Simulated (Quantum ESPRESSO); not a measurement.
# KF and the effect of the functional

Symmetry: Fm-3m, No. 225, cubic system. The conventional cell has a = 5.344 Å, b = 5.344 Å, c = 5.344 Å, α = 90.00°, β = 90.00°, γ = 90.00°. K (site symmetry m-3m) is surrounded by 6 F at 2.67 Å. F (site symmetry m-3m) has 6 K at 2.67 Å as nearest neighbours.

Kept alike: task dielectric tensor; k mesh 6 × 6 × 6, shifted; occupations fermi-dirac, width 0.05 eV; no spin polarisation. Program: Quantum ESPRESSO, potentials by row: PseudoDojo 0.4.1 SR PBE standard (AM05, BLYP, PBE, WC); PseudoDojo 0.4.1 SR PBEsol standard (PBEsol), cutoff 1143 eV. The mesh is that of the run's cell of 2 atoms. No spin-orbit coupling.

| functional | electronic dielectric constant (mean of the diagonal) |
| --- | --- |
| AM05 | 1.99 |
| BLYP | 1.98 |
| PBE | 1.98 |
| PBEsol | 2.00 |
| WC | 2.00 |

Runs of this series that gave no sound value for these columns are left out. Potentials were made for PBE (AM05, BLYP, PBE, WC); PBEsol (PBEsol).

Task: What does the functional change here?

Result: The electronic dielectric constant runs from 1.98 (BLYP; PBE) to 2.00 mean of the diagonal (PBEsol; WC). From PBE: AM05 +0.01; BLYP +0.00; PBEsol +0.02; WC +0.02.
